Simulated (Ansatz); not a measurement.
InP$_{3}$: enthalpy against pressure

InP$_{3}$, R-3m, a = 7.483 Å, c = 10.108 Å. The structure is a COD entry; whether it is the stable form wasn't checked. Ansatz: r2SCAN, PAW, 500 eV, Γ-centred 6×6×6 mesh on 8 atoms, Gaussian smearing 0.10 eV; no spin polarisation. Cell and atoms are relaxed at each pressure, and no other structure is tried, so the rows at high pressure may lie past a change of phase. y is the enthalpy over the state at zero pressure; there V0 = 20.423 Å³/atom. The pressures are the targets, met within 0.03 GPa.

| P (GPa) | y (eV/atom) |
| --- | --- |
| -2.0 | -0.2601 |
| 0.0 | 0.0000 |
| 2.0 | 0.2505 |
| 5.0 | 0.6120 |
| 10.0 | ? |
| 20.0 | 2.2539 |

Fit y = c1 P + c2 P² + c3 P³ to the other rows, say what c1 and c2 mean, and predict the missing value.

Least squares on the rows shown. y = 0.12762 P − 0.0011478 P² + 2.0076×10⁻⁵ P³. Since dH/dP = V, c1 is V0: 0.12762 eV/GPa × 160.2 = 20.445 Å³ against 20.423; c2 = −V0/(2B0) gives B0 = 56 GPa, where a Birch–Murnaghan fit to the volumes of the same runs (not shown) gives 54 GPa. Above P = −c2/(3 c3) = 19 GPa the cubic's slope, the volume, would rise with pressure, so the form fails there. At P = 10.0 the fit asked for gives 1.1815 eV/atom. The run gave 1.1856 eV/atom, so the fit is 0.0041 eV/atom too low, 0.16 % of the span of the series, against an rms of 0.0002 eV/atom on the fitted rows. With a term in P⁴ added, a fit to the same known rows (none to spare) predicts 1.1867 eV/atom, so most of the miss is curvature that the known rows already hold.